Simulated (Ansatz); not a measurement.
# NbC: the cost of one run

Program: Ansatz 0.2.0. Level of theory: DFT LDA, frozen-core PAW and all-electron LAPW, scalar-relativistic unless said. These are calculated values, not measurements.

1 further run of the same task is left out (it didn't finish).

**1. Starting point**

The structure is cubic, space group Fm-3m (No. 225). Conventional cell: a = 4.469 Å, b = 4.469 Å, c = 4.469 Å, α = 90.00°, β = 90.00°, γ = 90.00°. Nb (site symmetry m-3m) has 6 C at 2.23 Å as nearest neighbours. Around C (site symmetry m-3m) lie 6 Nb at 2.23 Å.

Coordinates:

```
Nb C
1.0
     0.00000    2.23455    2.23455
     2.23455    0.00000    2.23455
     2.23455    2.23455    0.00000
Nb C
1 1
Cartesian
  0.0000 0.0000 0.0000
  2.2346 2.2346 2.2346
```

Cartesian axes are those of the input's lattice vectors. The structure goes back to a database entry.

**2. Cell and atoms relaxed, PAW**

Contents of input.yaml:

```yaml
crystal:
  lattice:
    - [0.0, 2.23455, 2.23455]
    - [2.23455, 0.0, 2.23455]
    - [2.23455, 2.23455, 0.0]
  atoms:
    - { symbol: Nb, position: [0.0, 0.0, 0.0] }
    - { symbol: C, position: [0.5, 0.5, 0.5] }
kpoints:
  mp_grid: { grid: [16, 16, 16] }
scf:
  occupations: { method: fermi_dirac, width: 0.05 }
hamiltonian:
  xc: lda
  pseudopotentials: { kind: paw }
relax:
  f_tol: 0.002
  max_steps: 80
  cell: {}
output:
  forces: true
  stress: true
  write_density: true
  write_potential: true
  elf: true
  volumetric_format: npy
```

Command:

```
ansatz run input.yaml --threads 1 --pin off --max-ram 3072MiB --backend cpu --events-out ev --progress --plain --runs-dir out
```

Q: Estimate wall time and peak memory on 1 thread of Arm Neoverse V1, shared host.

About 20 s, with a peak of 0.34 GiB.
